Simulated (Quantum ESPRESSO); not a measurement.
The system is CoO.

```
CELL_PARAMETERS angstrom
1.50547 0.86918 2.43993
-1.50547 0.86918 2.43993
0.00000 -1.73837 2.43993
ATOMIC_POSITIONS crystal
Co 0.00000 0.00000 0.00000
O 0.50000 0.50000 0.50000
```

The cell is a database's computed one.

Base run:

```yaml
Program: Quantum ESPRESSO 7.5
Functional: PBEsol
Potentials_or_basis: GBRV 1.5 PBEsol
Cutoff: 762 eV
Density_cutoff: 6095 eV
k_mesh: 9 × 9 × 9
Occupations: fermi-dirac, width 0.05 eV
Spin: no spin polarisation
```

Its results: band gap on the k mesh none (metal or under the smearing width); pressure -27.7 GPa.

Problem. The run is repeated on the same cell with these changes: spin from no spin polarisation to collinear spin, random start. What comes out?

Solution. Band gap on the k mesh none (metal or under the smearing width); pressure -8.9 GPa; net moment 2.99 μB per cell; site moments Co +2.54; O +0.35 μB.

Caveats: semilocal functionals often make such compounds metallic where correlation or magnetic order opens a gap, which also shifts bond lengths; an odd number of electrons without spin polarisation forces a metal (some runs); a magnetic or distorted state may lie lower (some runs); a cell with one magnetic atom can't hold antiferromagnetic order, which such compounds often take (some runs).
